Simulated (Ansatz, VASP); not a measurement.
# AlAu in VASP and in Ansatz

```
Al Au
1.0
     3.22394    0.00000    0.00000
     0.00000    3.22394    0.00000
     0.00000    0.00000    3.22394
Al Au
1 1
Direct
  0.00000 0.00000 0.00000
  0.50000 0.50000 0.50000
```

The cell comes from a database or a generator and needn't be the stable form of this composition.

Alike in both runs: task single point; functional LDA; k mesh 14 × 14 × 14; occupations gaussian, width 0.15 eV; no spin polarisation.

|  | VASP | Ansatz |
| --- | --- | --- |
| version | VASP 6.6.1 | Ansatz 0.2.0 |
| potentials or method | VASP PAW LDA potentials, release 64 (Al, Au) | scalar-relativistic, plane waves, PAW |
| plane-wave cutoff (eV) | 520 | 420 |
| valence electrons in the cell | 14 | 22 |

|  | VASP | Ansatz | Ansatz less VASP |
| --- | --- | --- | --- |
| gap on the k mesh at the Fermi level (eV) | none | none | - |
| pressure (GPa) | -7.5 | -7.7 | -0.22 |

A gap of «none» marks a metal or a gap that the smearing closes. The two sets of potentials don't hold the same shells in valence.

Spin-orbit coupling is left out, which matters for the levels of Au.
